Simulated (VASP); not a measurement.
A run of VASP 6.6.1:

The input INCAR:

```
SYSTEM = Gd
  PREC = Accurate
  ENCUT = 520
  EDIFF = 1E-7
  ISMEAR = 0
  SIGMA = 0.1
  LREAL = .FALSE.
  LASPH = .TRUE.
  NELM = 150
  ALGO = Normal
  ISIF = 2
  LWAVE = .FALSE.
  LCHARG = .FALSE.
  ISPIN = 2
  MAGMOM = 8.25 8.25
  LORBIT = 11
  LMAXMIX = 6
  LDAU = .TRUE.
  LDAUTYPE = 2
  LDAUL = 3
  LDAUU = 6
  LDAUJ = 0
  LDAUPRINT = 1
  GGA = PE
  NBANDS = 29
```

KPOINTS

```
regular mesh
0
G
  12 12 6
  0 0 0
```

Contents of POSCAR:

```
Gd
1.0
    3.6515676223      0.0000000000      0.0000000000
   -1.8257838112      3.1623503246      0.0000000000
    0.0000000000      0.0000000000      5.8528460112
Gd
2
Direct
    0.3333333333      0.6666666667      0.7500000000
    0.6666666667      0.3333333333      0.2500000000
```

Potentials or basis: VASP PAW PBE potentials, release 64 (Gd).

Run with:

```sh
$ cat potpaw_PBE.64/Gd/POTCAR > POTCAR
$ mpirun -np 1 vasp_std > vasp.out
```

Hardware: 1 thread of Intel(R) Xeon(R) Platinum 8175M CPU @ 2.50GHz (Skylake/Cascade Lake), on a shared host.

Question: Estimate the wall time of this run.

Answer: It took 13 min on 1 thread of Intel(R) Xeon(R) Platinum 8175M CPU @ 2.50GHz (Skylake/Cascade Lake) (shared host), peak memory 0.38 GiB. Counts: scf iterations 20, k points 76.
